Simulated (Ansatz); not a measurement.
Reaction (substitution at a C–C bond): `FC(F)(F)CC(F)(F)F` + `[OH][Ti]([F])([F])[F]` → `FC(F)(F)C[O][Ti]([F])([F])[F]` + trifluoromethane

Program: Ansatz. Geometries: PBE0-D4/def2-TZVP. ΔE: electronic, gas phase. CCSD(T)/CBS adds triple-zeta CCSD(T) − MP2 to the extrapolated MP2 energy (def2 sets, frozen cores). This one scheme is used for every species. Functionals use def2-TZVPP. For Ti outer-core shells are correlated without core-valence functions, which leaves a few kJ/mol of doubt a bond. Scalar relativity is left out up to krypton. One conformer a species, not always the lowest.

```
                        species  CAM-B3LYP energy (Eh)
            `FC(F)(F)CC(F)(F)F`             -714.74114
        `[OH][Ti]([F])([F])[F]`            -1225.22665
`FC(F)(F)C[O][Ti]([F])([F])[F]`            -1601.63884
                       `FC(F)F`             -338.31140
```

Q: Work out ΔE.

A: ΔE = (-1601.63884) + (-338.31140) − (-714.74114) − (-1225.22665) = 0.01755 Eh = +11.0 kcal/mol. CCSD(T)/CBS gives +11.7 kcal/mol.

Largest T1 diagnostic among the species: 0.023, so the coupled-cluster value is less sure than usual.

From PBE to PBE0 (25 % exact exchange), in def2-TZVPP and without D4, ΔE moves by +0.8 kcal/mol. Leaving LDA and LC-ωPBE aside and taking each functional with its dispersion term where it has one, the values, not all of them listed here, spread over 4.2 kcal/mol, from BLYP-D4 to ωB97M-V. LDA lies +2.3 kcal/mol from PBE without D4.
